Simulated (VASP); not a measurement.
Write the native input for VASP 6.6.1 that does the following.

| Quantity | Value |
| --- | --- |
| Task | relaxation of cell and atoms |
| Functional | vdW-DF |
| Potentials or basis | VASP PAW PBE potentials, release 64 (Mg) |
| Cutoff | 580 eV |
| k mesh | 11 × 11 × 11 |
| Occupations | methfessel-paxton, width 0.1 eV |
| Spin | no spin polarisation |
| Further INCAR settings | ALGO = Fast; EDIFF = 1e-07; IBRION = 2; EDIFFG = -0.02; NSW = 60; ISIF = 3 |

The structure of Mg lies in POSCAR:

```
Mg
3.0132
   -0.576142970928      0.590291716448      0.565333864330
    0.589971790787     -0.611556152927      0.600427120669
    0.574727864065      0.610141046064     -0.586597968937
Mg
1
Direct
    0.0000000000      0.0000000000      0.0000000000
```

This isn't the form of Mg at room conditions, which is hcp.

The cell isn't the ideal one: cell strained at random at fixed volume.

The input as run:

INCAR

```
PREC = Accurate
ENCUT = 580
EDIFF = 1E-7
ISMEAR = 1
SIGMA = 0.1
LREAL = False
LASPH = True
NELM = 80
ALGO = Fast
ISIF = 3
LWAVE = False
LCHARG = False
GGA = RE
LUSE_VDW = True
AGGAC = 0.0
IBRION = 2
NSW = 60
EDIFFG = -0.02
```

KPOINTS

```
Automatic mesh
0
Gamma
  11 11 11
```

Potentials or basis: VASP PAW PBE potentials, release 64 (Mg).

The run is started by

```console
$ cat potpaw_PBE.64/Mg/POTCAR > POTCAR
$ mpirun -np 1 vasp_std > vasp.out
```

It gave:

| Quantity | Value |
| --- | --- |
| Relaxed volume | 23.14 Å³/atom |
| Relaxed cell | a = 3.107 Å, b = 3.112 Å, c = 3.110 Å, α = 110.05°, β = 108.25°, γ = 110.13° |
| Space group after relaxing (to 0.05 Å) | I4/mmm (No. 139) |
| Energy gained by relaxing | 8.5 meV/atom |
| Ionic steps | 6 |
| Pressure after relaxing | 0.0 GPa |
| Band gap on the k mesh | none (metal or under the smearing width) |

Caveat: the PAW data sets were made with another functional, which shifts forces and pressure a little.

It took 5.8 min on 1 thread of AMD EPYC 7R43 64-Core Processor (Zen 3), with other jobs on the host, peak memory 0.36 GiB.
